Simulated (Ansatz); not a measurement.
The following input was run with Ansatz 0.2.0.

```yaml
crystal:
  lattice:
    - [4.5705275502, 0.0, 0.0]
    - [-2.2852637751, 3.9581929672, 0.0]
    - [0.0, 0.0, 5.0935928419]
  atoms:
    - { symbol: Se, position: [0.2185979076, 0.0, 0.3333333333] }
    - { symbol: Se, position: [0.0, 0.2185979076, 0.6666666667] }
    - { symbol: Se, position: [0.7814020924, 0.7814020924, 0.0] }
basis:
  ecutwfc: 420
kpoints:
  mp_grid: { grid: [6, 6, 6] }
hamiltonian:
  xc: pbe
scf:
  occupations: { method: gaussian, width: 0.02 }
output:
  forces: true
  stress: true
  eigenvalues: true
relax:
  adjacent_minimum: "off"
  f_tol: 0.01
  max_steps: 30
  cell: { stress_tol: 0.1, fix: [volume] }
```

Command:
```bash
ansatz run input.yaml --threads 1 --pin off --max-ram 2560MiB --backend cpu --events-out ev --progress --plain --runs-dir out
```

All numbers below come from DFT PBE, scalar-relativistic, plane waves, PAW in Ansatz.

From the run's log, abridged:

```
Pseudopotentials: kind: paw
Pseudopotential: Se, paw, valence charge 16, recommended cutoff 420 eV (normal)
Functional definition: PBE
Crystal: 3 atoms, lattice volume = 92.148 Å³
Basis set: ecut = 420 eV, 1847 PW (Γ), exchange–correlation on 64×64×72 points (8 copies of the dense FFT grid, shifted against one another)
Bands: 29, of which v1, the nominal top of the filled ones, is band 24 counted from 1 (23 counted from 0)
Symmetry: 6 space group operations
Space group: P3121 (ITA 152), of the structure as read, at distance tolerance 4.5e-5 Å
k-points: 34 of 216 (time reversal used)
Initial density: superposition of atomic densities (neutral atoms: chi_scale 0, normalization atom), corrected by the library's trained network
Initial wavefunctions: pseudopotential atomic-orbital guess
Functional: x = pbe(κ = 0.804, μ = 0.21951497), c = pbe(β = 0.06672455)
SCF iter   1: F=—  HF=-16407.225135 eV  |F-HF|=—  |Δ(HF+E_count)|=         —  Δρ=1.04e-3  dr2=5.92e-4  ethr=1.77e-3  ⟨swp⟩=6.3  Hψ=4261  notcnv=0
SCF iter   2: F=—  HF=-16407.225875 eV  |F-HF|=—  |Δ(HF+E_count)|=   7.40e-4  Δρ=6.46e-4  dr2=2.48e-4  ethr=1.23e-6  ⟨swp⟩=2.0  Hψ=2211  notcnv=0  defer=34
SCF iter   3: F=—  HF=-16407.226246 eV  |F-HF|=—  |Δ(HF+E_count)|=   3.71e-4  Δρ=2.43e-4  dr2=3.87e-5  ethr=5.18e-7  ⟨swp⟩=3.0  Hψ=1904  notcnv=0  defer=34
SCF iter   4: F=—  HF=-16407.226314 eV  |F-HF|=—  |Δ(HF+E_count)|=   6.81e-5  Δρ=6.26e-5  dr2=3.22e-6  ethr=8.07e-8  ⟨swp⟩=2.0  Hψ=1374  notcnv=0  defer=34
SCF iter   5: F=—  HF=-16407.226317 eV  |F-HF|=—  |Δ(HF+E_count)|=   2.75e-6  Δρ=1.37e-5  dr2=2.70e-7  ethr=6.72e-9  ⟨swp⟩=2.0  Hψ=1768  notcnv=0  defer=34
SCF iter   6: F=-16407.226317 eV  HF=-16407.226317 eV  |F-HF|=1.38e-8  |Δ(HF+E_count)|=   3.15e-7  Δρ=3.83e-6  dr2=1.75e-8  ethr=2.08e-10  ⟨swp⟩=7.7  Hψ=4383  notcnv=0
SCF 1 converged in 6 iterations: F = -16407.226317 eV  dr2 = 1.75e-8
relax step   1: F+E_penalty+E_count = -16407.22631716 eV  Δ(F+E_penalty+E_count) = +0.000e0 eV  max|allowed force component| = 2.767e-1 eV/Å  Δτ_max = 0.0000 Å  P = -1.292 GPa  Ω = 92.148 Å³  fix = [volume]  reactions: volume -1.292 GPa (6 SCF iters, dr2 threshold 1.00e-7 eV, accepted)
Initial density: handed on by an earlier stage of this run
Initial wavefunctions: those handed on with the density
SCF iter   1: F=—  HF=-16407.235871 eV  |F-HF|=—  |Δ(HF+E_count)|=         —  Δρ=1.12e-3  dr2=8.72e-4  ethr=1.99e-6  ⟨swp⟩=2.1  Hψ=4977  notcnv=0
SCF iter   2: F=—  HF=-16407.235740 eV  |F-HF|=—  |Δ(HF+E_count)|=   1.32e-4  Δρ=5.89e-4  dr2=2.54e-4  ethr=1.82e-6  ⟨swp⟩=2.1  Hψ=1805  notcnv=0
SCF iter   3: F=—  HF=-16407.235695 eV  |F-HF|=—  |Δ(HF+E_count)|=   4.42e-5  Δρ=1.09e-4  dr2=1.36e-5  ethr=5.30e-7  ⟨swp⟩=2.4  Hψ=1361  notcnv=0
SCF iter   4: F=—  HF=-16407.235694 eV  |F-HF|=—  |Δ(HF+E_count)|=   1.84e-6  Δρ=4.28e-5  dr2=1.15e-6  ethr=2.83e-8  ⟨swp⟩=2.0  Hψ=1802  notcnv=0
SCF iter   5: F=-16407.235695 eV  HF=-16407.235695 eV  |F-HF|=1.14e-7  |Δ(HF+E_count)|=   1.79e-6  Δρ=6.47e-6  dr2=5.17e-8  ethr=6.25e-10  ⟨swp⟩=6.5  Hψ=4397  notcnv=0
SCF 2 converged in 5 iterations: F = -16407.235695 eV  dr2 = 5.17e-8
relax step   2: F+E_penalty+E_count = -16407.23569548 eV  Δ(F+E_penalty+E_count) = -9.378e-3 eV  max|allowed force component| = 8.805e-3 eV/Å  Δτ_max = 0.0186 Å  P = -0.239 GPa  Ω = 92.148 Å³  energy of the carried Pulay correction = -7.212e-19 eV  fix = [volume]  reactions: volume -0.239 GPa (5 SCF iters, dr2 threshold 3.00e-7 eV, accepted)
SCF iter   1: F=—  HF=-16407.236501 eV  |F-HF|=—  |Δ(HF+E_count)|=         —  Δρ=3.84e-4  dr2=1.30e-4  ethr=1.89e-7  ⟨swp⟩=3.0  Hψ=5675  notcnv=0
SCF iter   2: F=—  HF=-16407.236466 eV  |F-HF|=—  |Δ(HF+E_count)|=   3.56e-5  Δρ=2.11e-4  dr2=4.22e-5  ethr=1.89e-7  ⟨swp⟩=1.0  Hψ=986  notcnv=0
SCF iter   3: F=—  HF=-16407.236461 eV  |F-HF|=—  |Δ(HF+E_count)|=   4.31e-6  Δρ=3.04e-5  dr2=8.87e-7  ethr=8.78e-8  ⟨swp⟩=2.0  Hψ=1292  notcnv=0
SCF iter   4: F=—  HF=-16407.236461 eV  |F-HF|=—  |Δ(HF+E_count)|=   1.79e-7  Δρ=1.75e-5  dr2=2.82e-7  ethr=3.67e-10  ⟨swp⟩=6.8  Hψ=4859  notcnv=0
SCF iter   5: F=-16407.236462 eV  HF=-16407.236462 eV  |F-HF|=3.63e-8  |Δ(HF+E_count)|=   3.15e-7  Δρ=4.31e-6  dr2=3.13e-8  ethr=3.67e-10  ⟨swp⟩=5.0  Hψ=3992  notcnv=0
SCF 3 converged in 5 iterations: F = -16407.236462 eV  dr2 = 3.13e-8
relax step   3: F+E_penalty+E_count = -16407.23646178 eV  Δ(F+E_penalty+E_count) = -7.663e-4 eV  max|allowed force component| = 7.090e-3 eV/Å  Δτ_max = 0.0006 Å  P = -0.125 GPa  Ω = 92.148 Å³  energy of the carried Pulay correction = +1.442e-18 eV  fix = [volume]  reactions: volume -0.125 GPa (5 SCF iters, dr2 threshold 1.76e-7 eV, accepted)
Initial wavefunctions: pseudopotential atomic-orbital guess (no wavefunctions were taken with the density)
SCF iter   1: F=—  HF=-16407.235040 eV  |F-HF|=—  |Δ(HF+E_count)|=         —  Δρ=1.95e-4  dr2=8.60e-7  ethr=3.59e-7  ⟨swp⟩=2.6  Hψ=6370  notcnv=0
SCF iter   2: F=—  HF=-16407.236096 eV  |F-HF|=—  |Δ(HF+E_count)|=   1.06e-3  Δρ=9.83e-5  dr2=2.02e-7  ethr=1.79e-9  ⟨swp⟩=2.0  Hψ=1581  notcnv=0
SCF iter   3: F=—  HF=-16407.236456 eV  |F-HF|=—  |Δ(HF+E_count)|=   3.61e-4  Δρ=5.46e-6  dr2=2.15e-9  ethr=4.21e-10  ⟨swp⟩=2.0  Hψ=1303  notcnv=0
SCF iter   4: F=—  HF=-16407.236458 eV  |F-HF|=—  |Δ(HF+E_count)|=   1.05e-6  Δρ=9.00e-7  dr2=5.96e-10  ethr=1.00e-12  ⟨swp⟩=6.1  Hψ=4800  notcnv=0
SCF iter   5: F=—  HF=-16407.236458 eV  |F-HF|=—  |Δ(HF+E_count)|=   1.20e-8  Δρ=4.28e-7  dr2=1.70e-10  ethr=1.24e-12  ⟨swp⟩=3.0  Hψ=1802  notcnv=0
SCF iter   6: F=-16407.236458 eV  HF=-16407.236458 eV  |F-HF|=4.00e-11  |Δ(HF+E_count)|=   2.30e-9  Δρ=6.11e-8  dr2=3.62e-12  ethr=1.00e-12  ⟨swp⟩=4.0  Hψ=3049  notcnv=0
SCF 4 converged in 6 iterations: F = -16407.236458 eV  dr2 = 3.62e-12
SCF converged after 6 iterations
Free energy (F): -16407.236458 eV
Harris-Foulkes:  -16407.236458 eV  (|F-HF|=4.00e-11)
Internal energy: -16407.236458 eV  (E = F + TS)
E sigma→0 (E₀):  -16407.236458 eV
Fermi energy:    5.853654 eV
--- Per-component energies (eV) ---
  E_band       = -1290.079483
  E_kinetic    = 350.160256
  E_local      = -8201.886499  (includes V_loc(G=0)·N_el)
  E_nonlocal   = -1783.295394
  E_hartree    = 3991.655531
  E_xc         = -309.951655
  E_vxc        = -290.780376  (∫ρ·V_xc dr)
  E_paw        = -5736.077074  (= ΣΔE_a)
  E_vpaw       = 652.413329  (= ΣTr[D̂ρ^β])
  E_aug_tail   = -0.001788  (compensation charges beyond the density's cutoff)
  E_ewald      = -4717.839835
  E_smearing   =  0.000000  (= −TS)
--- Forces (eV/Å), atoms counted from 1 ---
  atom   1  Se     0.00710409     0.00000000     0.00000000
  atom   2  Se    -0.00355204     0.00615232     0.00000000
  atom   3  Se    -0.00355204    -0.00615232     0.00000000
--- Stress (GPa, compression-positive) ---
       -0.091152       0.000000       0.000000
        0.000000      -0.091152       0.000000
        0.000000       0.000000      -0.191329
  P = ⅓ Tr σ = -0.1245 GPa (-1.245 kbar)
--- Band table (eV; the first three rows and the last of 34) ---
  k-point 0: bands = ["-42.7475", "-42.7475", "-42.7138", "-42.7076", "-42.7076", "-42.6648", "-42.5245", "-42.5195", "-42.5195", "-42.4726", "-42.4726", "-42.4693", "-42.4394", "-42.4150", "-42.4150", "-9.9946", "-6.2075", "-6.2075", "1.5654", "1.5654", "1.9573", "3.4763", "3.4763", "5.0211", "7.3245", "7.3245", "7.6898", "11.0765", "12.0249"]
  k-point 1: bands = ["-42.7565", "-42.7370", "-42.7144", "-42.7109", "-42.7025", "-42.6675", "-42.5243", "-42.5210", "-42.5181", "-42.4735", "-42.4716", "-42.4693", "-42.4380", "-42.4191", "-42.4120", "-9.8713", "-7.2022", "-5.2624", "1.2161", "1.7756", "2.0011", "3.5602", "3.7145", "4.8220", "7.1204", "7.1660", "7.4611", "11.6757", "12.1482"]
  k-point 2: bands = ["-42.7625", "-42.7274", "-42.7165", "-42.7129", "-42.6950", "-42.6750", "-42.5239", "-42.5222", "-42.5171", "-42.4741", "-42.4708", "-42.4696", "-42.4344", "-42.4241", "-42.4102", "-9.5063", "-8.1311", "-4.5360", "0.8198", "1.9422", "2.0814", "3.7916", "4.1686", "4.4020", "6.8362", "6.8416", "7.0529", "12.1348", "12.6546"]
  k-point 33: bands = ["-42.7646", "-42.7204", "-42.7204", "-42.7135", "-42.6852", "-42.6852", "-42.5233", "-42.5233", "-42.5167", "-42.4745", "-42.4700", "-42.4700", "-42.4298", "-42.4298", "-42.4090", "-8.6585", "-8.6585", "-4.9960", "0.0313", "0.9523", "0.9523", "4.4836", "5.0772", "5.0772", "6.3970", "8.0994", "8.0994", "11.9242", "13.0654"]
--- Relaxed structure (3 steps of the walk, 3 accepted, 1 SCFs on fresh bases) ---
  F+E_penalty+E_count = -16407.23645754 eV   max|allowed force component| = 7.104e-3 eV/Å   (the final SCF, on the basis selected at the relaxed cell)
  cell:  # Å, volume = 92.1483 Å³
    - [4.59389388, 0.0, 0.0]
    - [-2.29694694, 3.97842880, 0.0]
    - [0.0, 0.0, 5.04190863]
  atoms:
    - { symbol: Se, position: [0.21467725, 0.0, 0.33333333] }
    - { symbol: Se, position: [0.0, 0.21467725, 0.66666666] }
    - { symbol: Se, position: [0.78532274, 0.78532274, 0.0] }
```

The relaxation met its thresholds.

The run took 35 s on 1 thread of Arm Neoverse V2 (shared host), peak memory 0.35 GiB.

The cell holds chains, and where no dispersion correction was added their binding is poorly described.